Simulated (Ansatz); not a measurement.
TiO2:

```xyz
12
Lattice="4.5453 0.0000 0.0000 0.0000 5.5196 0.0000 0.0000 0.0000 4.9092" Properties=species:S:1:pos:R:3 pbc="T T T"
Ti    0.0000    0.9548    3.6819
Ti    2.2727    1.8050    1.2273
Ti    0.0000    4.5648    1.2273
Ti    2.2727    3.7147    3.6819
O     1.2338    2.1070    4.5098
O     3.5065    0.6528    0.3994
O     1.0388    0.6528    2.0552
O     3.3115    2.1070    2.8540
O     1.2338    3.4126    2.0552
O     3.5065    4.8668    2.8540
O     1.0388    4.8668    4.5098
O     3.3115    3.4126    0.3994
```

Measurements of this composition are mostly on another form, of space group No. 141.

Base run:

```yaml
Program: Ansatz 0.2.0
Functional: PBE
Potentials_or_basis: Ansatz PAW
Cutoff: "420 eV (not typed: the program's choice for these potentials)"
k_mesh: 6 × 5 × 6
Occupations: fermi-dirac, width 0.05 eV
Spin: no spin polarisation
Hubbard_terms: Ti d U = 3 eV
```

Its results: band gap on the k mesh 2.92 eV, indirect (least direct gap 3.00 eV); pressure 6.7 GPa; largest force 0.134 eV/Å.

Question: The run is repeated on the same cell with these changes: hubbard terms from Ti d U = 3 eV to Ti d U = 5 eV. What comes out?

Answer: Band gap on the k mesh 3.17 eV, indirect (least direct gap 3.26 eV); pressure 8.8 GPa; largest force 0.274 eV/Å.

Caveats: odd divisions of the mesh miss points on the zone boundary, where band edges often lie, so the gap on the mesh can be too wide.

A k mesh can miss the band edges.
